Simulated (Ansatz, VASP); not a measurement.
# Pb in VASP and in Ansatz

INCAR

```
SYSTEM = Pb
PREC = Accurate ; ENCUT = 520
EDIFF = 1E-8 ; ISMEAR = -1
SIGMA = 0.05 ; LREAL = .False.
LASPH = .True. ; NELM = 60
ALGO = Normal ; ISIF = 2
LWAVE = .False. ; LCHARG = .False.
GGA = PE ; LEFG = .True.
NBANDS = 21
```

Contents of KPOINTS:

```
Automatic mesh
0
Gamma
  8 8 8
  0 0 0
```

Contents of POSCAR:

```
Pb
1.0
    0.0000000000      3.4390000555      3.4390000555
    3.4390000555      0.0000000000      3.4390000555
    3.4390000555      3.4390000555      0.0000000000
Pb
2
Direct
    0.0000000000      0.0000000000      0.0000000000
    0.2500000000      0.2500000000      0.2500000000
```

Input for Ansatz:

```yaml
crystal:
  lattice:
    - [0.0, 3.4390000555, 3.4390000555]
    - [3.4390000555, 0.0, 3.4390000555]
    - [3.4390000555, 3.4390000555, 0.0]
  atoms:
    - { symbol: Pb, position: [0.0, 0.0, 0.0] }
    - { symbol: Pb, position: [0.25, 0.25, 0.25] }
kpoints:
  mp_grid: { grid: [8, 8, 8] }
  band_path:
    path:
      - [0.0, 0.0, 0.0]
      - [0.5, 0.0, 0.5]
      - [0.625, 0.25, 0.625]
      - [0.375, 0.375, 0.75]
      - [0.0, 0.0, 0.0]
      - [0.5, 0.5, 0.5]
      - [0.5, 0.25, 0.75]
      - [0.5, 0.0, 0.5]
    npoints: 8
scf:
  occupations: { method: fermi_dirac, width: 0.05 }
hamiltonian:
  xc: pbe
  pseudopotentials: { kind: all_electron, datasets: crystal }
output:
  forces: true
  stress: true
  eigenvalues: true
  efg: { contact_densities: true }
```

Alike in both runs: task electric field gradients; functional PBE; k mesh 8 × 8 × 8; occupations fermi-dirac, width 0.05 eV; no spin polarisation.

```csv
,VASP,Ansatz
version,VASP 6.6.1,Ansatz 0.2.0
potentials or method,"VASP PAW PBE potentials, release 64 (Pb_d)","all-electron PAW with datasets made for the crystal, scalar-relativistic"
plane-wave cutoff (eV),520,see its input
```

|  | VASP | Ansatz | Ansatz less VASP |
| --- | --- | --- | --- |
| pressure (GPa) | 2.3 | 2.4 | +0.06 |
| Vzz of the field gradient on the site that differs most (V/Å²) | 0.0 | 0.0 | 0.00 |

Ansatz ran all-electron here, so the differences hold the error of VASP's frozen core and of both bases. Ansatz warned: «gradients_without_spin_orbit».

Spin-orbit coupling is left out, which matters for the levels of Pb.
